# Lead sulphide in one cell, six functionals: questions on the residual pressure

Lead sulphide, PbS, has the rock-salt structure. In all six calculations the atoms sit in the same cubic cell with an edge of 5.93 Å, and the cell is not allowed to relax. What changes is the density functional, the approximate rule that turns the electron density into an exchange and correlation energy. With it changes, in some rows, the source of the potentials, the data sets that describe the atomic cores.

GPAW 26.7.0, plane-wave PAW DFT for rock-salt PbS (2-atom cell, fixed geometry), without spin polarisation, spin-orbit coupling or a dispersion correction. All runs use a 600 eV cutoff, a 6 × 6 × 6 k mesh and Fermi-Dirac smearing of 0.05 eV. Pressure is positive in compression.

```csv
functional,potentials,pressure (GPa)
PBE,GPAW-PAW-data-sets-(gpaw-data-1.2.1),1.950
PBEsol,PAW-data-sets-made-by gpaw-setup-for-the-functional,-1.160
r2SCAN,GPAW-PAW-data-sets-(gpaw-data-1.2.1),1.110
BP86,PAW-data-sets-made-by gpaw-setup-for-the-functional,2.280
PBEint,PAW-data-sets-made-by gpaw-setup-for-the-functional,-0.290
TPSS,GPAW-PAW-data-sets-(gpaw-data-1.2.1),1.410
```

## 1. Nobody squeezes this crystal. What pressure is it, then?

It is the pressure that the crystal exerts because its cell is held fixed. The total energy depends on the volume, and each functional has its own volume of lowest energy. If the fixed cell is smaller than that volume, the crystal pushes outwards and the pressure is positive. If the cell is larger, the crystal pulls inwards and the pressure is negative.

The pressure therefore shows which way the cell would move if it were released. The forces on the atoms can't show this. They vanish by symmetry in the rock-salt structure, whatever the edge.

## 2. Which functionals want a larger cell, and does a higher level of theory decide it?

BP86, PBE, TPSS and r2SCAN have positive pressures and want a larger cell. PBEint and PBEsol have negative ones and want a smaller cell. From BP86 at 2.28 GPa to PBEsol at −1.16 GPa, the choice of functional moves the pressure by more than 3 GPa.

The level of theory doesn't decide the order. TPSS and r2SCAN are meta-GGAs, which use the density, its gradient and the kinetic-energy density of the electrons. The other four are GGAs, one rung lower, and use only the density and its gradient. Yet both the highest and the lowest pressure belong to GGAs, and the two meta-GGAs lie between them. What should matter more is how a functional responds to gradients, and two GGAs can differ widely in that.

## 3. How large is the effect as a length?

The link is the bulk modulus B, which measures stiffness: a small pressure P corresponds to a relative volume change of P/B. The volume is the cube of the edge, so the edge changes by a third of that, P/(3B). For PbS a rough recalled value of B is 55 GPa.

For PBE the pressure is 1.95 GPa, and 1.95/(3 × 55) = 0.012. The edge should grow by about 1.2 %, or 0.07 Å, to roughly 6.00 Å. With B anywhere between 50 and 60 GPa the growth stays between 1.1 and 1.3 %.

The same step takes PBEsol down to about 5.89 Å. The two functionals thus disagree by about 0.1 Å on the size of the cell. These edges are estimates from one pressure each, and a relaxation of the cell would be the proper test.

## 4. Why does PBE want a larger cell than PBEsol?

The answer lies mainly in the exchange energy. A GGA starts from the exchange energy of a uniform electron gas and multiplies it, point by point, by an enhancement factor F. This factor equals 1 where the density is uniform and grows with the reduced gradient s, which compares the steepness of the density with the local wavelength of the electrons. Exchange lowers the energy, so a larger F means a lower energy.

Now let the crystal expand. The density between the atoms thins out and comes to resemble the tails of separate atoms. In such a tail the density falls by a similar fraction over each step outwards, while the electron wavelength grows as the density drops. The reduced gradient therefore rises over much of the bonding region, and F rises with it. Measured against the uniform gas, expansion earns a bonus in exchange energy, and the bonus is larger for a functional whose F climbs more steeply.

PBE and PBEsol differ in just this steepness. For small gradients F grows as 1 + μs², with μ about 0.22 in PBE and about 0.12 in PBEsol. The smaller value is the one that holds for a slowly varying electron gas, which resembles the valence region of a solid. The larger one serves atoms better, because their density varies strongly. PBE thus rewards expansion more, and its pressure in the common cell is 3.11 GPa higher.

This is an argument from theory, since the table gives total pressures and no exchange part. Nor can the table show where in the crystal the bonus is earned. In an atom as heavy as lead, the rim of the core is expected to count beside the bonding region. The two functionals also differ in their correlation energy, whose gradient term works against that of exchange and should take back a good part of the difference, most of it where the gradients are small. The outcome agrees with wide experience: PBE tends to make solids too large, and PBEsol shortens them.

## 5. Does the same argument place PBEint and BP86?

PBEint follows PBEsol at small gradients and approaches PBE at large ones. That it lands between the two is thus no surprise. The more telling fact is where it lands: only 28 % of the way from PBEsol to PBE. If exchange alone decided this, the gradients that matter for the volume of PbS would be moderate ones, at which PBEint has not yet left PBEsol far behind. The correlation parts differ too, so this is only a hint.

A simple model puts the exchange argument into numbers. It assumes that the pressure follows the slope of F, averaged over the gradients present in the crystal, and that all values of s from zero up to some limit count equally. The average slope is then the rise of F over that range divided by the limit. A straight line between pressure and this rise is drawn through PBEsol and PBE, which are therefore matched by construction, and PBEint and BP86 are read off it.

The right limit for s is not known, so it was varied from 0.5 to 2. PBEint then comes out between −1.0 and 0.4 GPa, and the calculated −0.29 GPa lies inside. BP86 comes out between 2.2 and 3.2 GPa, and the calculated 2.28 GPa lies near the lower end. For every limit tried, the model puts PBEint between its two anchors and BP86 above both, as the calculations do, but its ranges are too wide to test more than that. It also leaves out the differences in correlation.

The two meta-GGAs don't fit into this scheme, because their F depends on more than s. The kinetic-energy density helps them to tell a chemical bond from an atomic tail with the same gradient. They can therefore treat the two differently, where a GGA has to settle on one curve for both. That is a plausible reason why their pressures lie below that of PBE, but these six rows can't isolate it.

## 6. Which digits can be trusted?

The split between PBE and PBEsol is the firmest result, as it is large and has a well-understood cause. The order within the close pairs is much less secure. BP86 lies 0.33 GPa above PBE, and TPSS lies 0.30 GPa above r2SCAN. Differences of this size could change with a denser k mesh, a higher cutoff or other potentials, and no such test is at hand.

The potentials deserve a closer look, because they change along with the functional. PBEsol, PBEint and BP86 use sets made for the functional in question, while the other three use the standard sets. The highest and the lowest pressure both belong to the first group, so the source of the potentials doesn't explain the order. It may still shift single rows, and the split between PBE and PBEsol runs across the two groups. But BP86 and PBEsol, which share one source, lie even further apart. The standard sets are usually made with PBE, so they suit the PBE row. For the meta-GGAs they are borrowed, and the doubt is greatest there.

The position of zero is a separate matter. An incomplete plane-wave basis adds a false stress that should be similar in all rows, and spin-orbit coupling, which is strong in lead, enters none of the pressures. Errors of this kind probably move the whole column up or down more than they reorder it, though no run here tests this and the basis error also depends on the potentials. The negative sign of PBEint, at −0.29 GPa, is therefore less certain than its place between PBEsol and r2SCAN.

## 7. Is the functional with the pressure nearest to zero the best one?

By that measure PBEint would win, but the measure is faulty. The fixed cell is close to the one measured at room temperature, whereas the calculation describes atoms at rest. Real atoms vibrate, and their vibration pushes the crystal apart. Without it, even a perfect functional would find the room-temperature cell too large and would give a negative pressure.

The size can be estimated. With a rough recalled linear expansion of 0.00002 per kelvin, warming to 300 K lengthens the edge by about 0.6 %. Holding a static crystal at that length takes a tension of 3 × 55 GPa × 0.006, or about 1 GPa. Carrying the room-temperature expansion straight down to absolute zero also removes, roughly, the effect of zero-point motion.

The target for a perfect functional is thus nearer to −1 GPa than to zero. This favours PBEsol, with −1.16 GPa, over PBEint. The lead is not firm, because the target rests on rounded material constants and the zero of the column is itself uncertain. The judgement on PBE and BP86 is safer: measured against the shifted target, they make the cell too large by even more than their pressures suggest.

## 8. What would change with another element or another crystal?

If selenium took the place of sulphur, the crystal would need its own, larger cell. The argument about exchange would carry over, since it relies only on density thinning out between atoms as they move apart. PBE should again want a larger cell than PBEsol, with PBEint between them. The absolute pressures would depend on which cell was chosen, because a longer edge lowers all of them together.

A stiffer crystal calls for more care in reading the numbers. An edge that is wrong by 1 % costs about 1.7 GPa in PbS. In diamond, whose bulk modulus is roughly eight times as large, the same relative error would show up as more than 10 GPa. A large residual pressure in a hard material can therefore hide a small error in length, and a modest one in a soft material can hide a large error. To compare functionals across materials, one should first divide the pressure by three times the bulk modulus.
